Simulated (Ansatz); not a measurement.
Ansatz input

```yaml
crystal:
  lattice:
    - [5.0636965742, 0.0, 0.0]
    - [-2.5318482871, 4.3852898703, 0.0]
    - [0.0, 0.0, 16.7115867531]
  atoms:
    - { symbol: Rb, position: [0.0, 0.0, 0.0] }
    - { symbol: Rb, position: [0.0, 0.0, 0.5] }
    - { symbol: Rb, position: [0.3333333333, 0.6666666667, 0.25] }
    - { symbol: Rb, position: [0.6666666667, 0.3333333333, 0.75] }
hamiltonian:
  xc: rpbe
  pseudopotentials:
    kind: paw
    azcp:
      Rb: "pseudopotentials/Rb.paw.azcp"
basis:
  ecutwfc: 420
  fft_grid_basis: typed
kpoints:
  mp_grid: { grid: [8, 8, 2], shift: [0, 0, 0] }
magnetization:
  spin_polarized: false
scf:
  occupations: { method: fermi_dirac, width: 0.1 }
  lower_state_search: "off"
output:
  stress: true
  write_density: true
  write_potential: true
  elf: true
  volumetric_format: npy
```

and its output:

```
Engine: ansatz 0.2.0, aarch64-unknown-linux-gnu
Pseudopotentials: kind: paw
Pseudopotential: Rb, paw, valence charge 9, recommended cutoff 420 eV (normal) 
Functional definition: RPBE
  parameter kappa = 0.804
  parameter beta = 0.06672455060314922
  exchange = rpbe_x(kappa = kappa, mu = beta*pi^2/3)
  correlation = pbe_c(beta = beta)
Crystal: 4 atoms, lattice volume = 371.094 Å³
Basis set: ecut = 420 eV, 7333 PW (Γ)
Bands: 22, of which v1, the nominal top of the filled ones, is band 18 counted from 1 (17 counted from 0)
Symmetry: 24 space group operations
Space group: P63/mmc (ITA 194), of the structure as read, at distance tolerance 7.2e-5 Å
k-points: 20 of 128
Non-local potential: Rb, projectors of the file, l = 0: 3, l = 1: 2, l = 2: 2
PAW form: soft (Blöchl's): semilocal exchange-correlation on the pseudo side does not see the compensation charge
PAW frozen core: Rb, regenerated for the run's functional, and the local potential with it (the file was generated under x = pbe(κ = 0.804, μ = 0.2195149727645171), c = pbe(β = 0.06672455060314922))
PAW one-centre angular grid: Rb, 110 points (default); XC on 64 Gauss nodes
Initial density: superposition of atomic densities (neutral atoms: chi_scale 0, normalization atom), corrected by the library's trained network
Initial wavefunctions: pseudopotential atomic-orbital guess
Functional: x = rpbe, c = pbe(β = 0.06672455060314922)
SCF iter   1: F=—  HF=-13096.557938 eV  |F-HF|=—  |Δ(HF+E_count)|=         —  Δρ=1.00e-3  dr2=2.23e-3  ethr=1.77e-3  ⟨swp⟩=7.7  Hψ=2097  notcnv=0
SCF iter   2: F=—  HF=-13096.559359 eV  |F-HF|=—  |Δ(HF+E_count)|=   1.42e-3  Δρ=6.85e-4  dr2=1.11e-3  ethr=6.20e-6  ⟨swp⟩=2.7  Hψ=1074  notcnv=0
SCF iter   3: F=—  HF=-13096.559947 eV  |F-HF|=—  |Δ(HF+E_count)|=   5.88e-4  Δρ=2.08e-4  dr2=8.93e-5  ethr=3.08e-6  ⟨swp⟩=2.5  Hψ=634  notcnv=0
SCF iter   4: F=—  HF=-13096.559904 eV  |F-HF|=—  |Δ(HF+E_count)|=   4.31e-5  Δρ=9.04e-5  dr2=4.11e-5  ethr=2.48e-7  ⟨swp⟩=1.1  Hψ=464  notcnv=0
SCF iter   5: F=—  HF=-13096.559925 eV  |F-HF|=—  |Δ(HF+E_count)|=   2.05e-5  Δρ=2.73e-5  dr2=6.23e-6  ethr=1.14e-7  ⟨swp⟩=1.9  Hψ=498  notcnv=0
SCF iter   6: F=—  HF=-13096.559926 eV  |F-HF|=—  |Δ(HF+E_count)|=   1.43e-6  Δρ=1.29e-5  dr2=7.73e-7  ethr=1.73e-8  ⟨swp⟩=1.9  Hψ=495  notcnv=0
SCF iter   7: F=-13096.559926 eV  HF=-13096.559926 eV  |F-HF|=1.22e-8  |Δ(HF+E_count)|=   1.54e-7  Δρ=2.52e-6  dr2=8.99e-8  ethr=2.78e-10  ⟨swp⟩=8.8  Hψ=3572  notcnv=0
SCF 1 converged in 7 iterations: F = -13096.559926 eV  dr2 = 8.99e-8
SCF converged after 7 iterations
Free energy (F): -13096.559926 eV
Harris-Foulkes:  -13096.559926 eV  (|F-HF|=1.22e-8)
Internal energy: -13096.441775 eV  (E = F + TS)
E sigma→0 (E₀):  -13096.500851 eV
Entropy (-TS):   -0.118152 eV (-29.538 meV/atom)
Fermi energy:    1.977912 eV
--- Per-component energies (eV) ---
  E_band       = -476.088217
  E_kinetic    = 763.694018
  E_local      = -2847.636513  (includes V_loc(G=0)·N_el)
  E_nonlocal   = 689.730493
  E_hartree    = 802.311761
  E_xc         = -519.911353
  E_vxc        = -541.793371  (∫ρ·V_xc dr)
  E_paw        = -10496.086953  (= ΣΔE_a)
  E_vpaw       = -144.708403  (= ΣTr[D̂ρ^β])
  E_aug_tail   = -0.000003  (compensation charges beyond the density's cutoff)
  E_ewald      = -1488.278848
  E_core_change = -0.264377  (= ΣΔE_core)
  E_smearing   = -0.118152  (= −TS)
  E_closure    = -0.000000  (closes the sum)
  Σ components = -13096.559926   (vs F -13096.559926, Δ=0.00e0)
--- Stress (GPa, compression-positive) ---
        0.260905      -0.000000       0.000000
       -0.000000       0.260905       0.000000
        0.000000       0.000000       0.203989
  P = ⅓ Tr σ = 0.2419 GPa (2.419 kbar)
--- Band table (eV; the first three rows and the last of 20) ---
  k-point 0: bands = ["-26.9698", "-26.9683", "-26.9681", "-26.9666", "-11.1104", "-11.0696", "-11.0689", "-11.0382", "-11.0382", "-11.0326", "-11.0326", "-11.0326", "-11.0326", "-11.0271", "-11.0270", "-11.0270", "0.0595", "0.7059", "0.7065", "2.1359", "2.5740", "4.2554"]
  k-point 1: bands = ["-26.9693", "-26.9693", "-26.9670", "-26.9670", "-11.0984", "-11.0984", "-11.0396", "-11.0396", "-11.0365", "-11.0365", "-11.0365", "-11.0365", "-11.0287", "-11.0287", "-11.0287", "-11.0287", "0.2266", "0.2266", "1.4317", "1.4317", "3.3340", "3.3340"]
  k-point 2: bands = ["-26.9693", "-26.9679", "-26.9677", "-26.9663", "-11.1062", "-11.0709", "-11.0703", "-11.0478", "-11.0412", "-11.0402", "-11.0399", "-11.0368", "-11.0350", "-11.0349", "-11.0287", "-11.0286", "0.2116", "0.8482", "0.8487", "2.3002", "2.6256", "4.2635"]
  k-point 19: bands = ["-26.9658", "-26.9658", "-26.9654", "-26.9654", "-11.0971", "-11.0971", "-11.0915", "-11.0915", "-11.0766", "-11.0766", "-11.0684", "-11.0684", "-11.0526", "-11.0526", "-11.0459", "-11.0459", "2.5947", "2.5947", "2.6469", "2.6469", "3.1998", "3.1998"]
```
